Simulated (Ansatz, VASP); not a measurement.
Zn: VASP beside Ansatz

```
Zn
1.0
    -1.55795    1.55795    1.55795
     1.55795   -1.55795    1.55795
     1.55795    1.55795   -1.55795
Zn
1
Direct
  0.00000 0.00000 0.00000
```

The cell was built by a generator and needn't be a form met in nature.

Alike in both runs: task single point; functional r2SCAN; k mesh 18 × 18 × 18; occupations gaussian, width 0.05 eV; no spin polarisation.

|  | VASP | Ansatz |
| --- | --- | --- |
| version | VASP 6.6.1 | Ansatz 0.2.0 |
| potentials or method | VASP PAW PBE potentials, release 64 (Zn) | scalar-relativistic, plane waves, PAW |
| plane-wave cutoff (eV) | 520 | 600 |
| valence electrons in the cell | 12 | 12 |

|  | VASP | Ansatz | Ansatz less VASP |
| --- | --- | --- | --- |
| pressure (GPa) | -3.0 | -3.4 | -0.46 |

The functional is the same, so the differences come from potentials, cutoffs and numerics.

Caveats: the PAW data sets were made with another functional, which shifts forces and pressure a little (VASP).
